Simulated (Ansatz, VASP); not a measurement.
## Two plane-wave programs on ZnCu

```
CELL_PARAMETERS angstrom
2.90520 0.00000 0.00000
0.00000 2.90520 0.00000
0.00000 0.00000 2.90520
ATOMIC_POSITIONS crystal
Zn 0.50000 0.50000 0.50000
Cu 0.00000 0.00000 0.00000
```

Change from the starting cell: volume scaled by 0.96.

Alike in both runs: task single point; functional PBE; k mesh 9 × 9 × 9; occupations fermi-dirac, width 0.05 eV; no spin polarisation.

```csv
,VASP,Ansatz
version,VASP 6.6.1,Ansatz 0.2.0
potentials or method,"VASP PAW PBE potentials, release 64 (Zn, Cu)",Ansatz PAW
plane-wave cutoff (eV),520,420
valence electrons in the cell,23,31
```

VASP gave:

- gap on the k mesh at the Fermi level (eV): none
- pressure (GPa): 8.9

Question: Which values does Ansatz return?

Answer: gap on the k mesh at the Fermi level (eV): none; pressure (GPa): 8.3.

A gap of «none» marks a metal or a gap that the smearing closes. The two sets of potentials don't hold the same shells in valence.
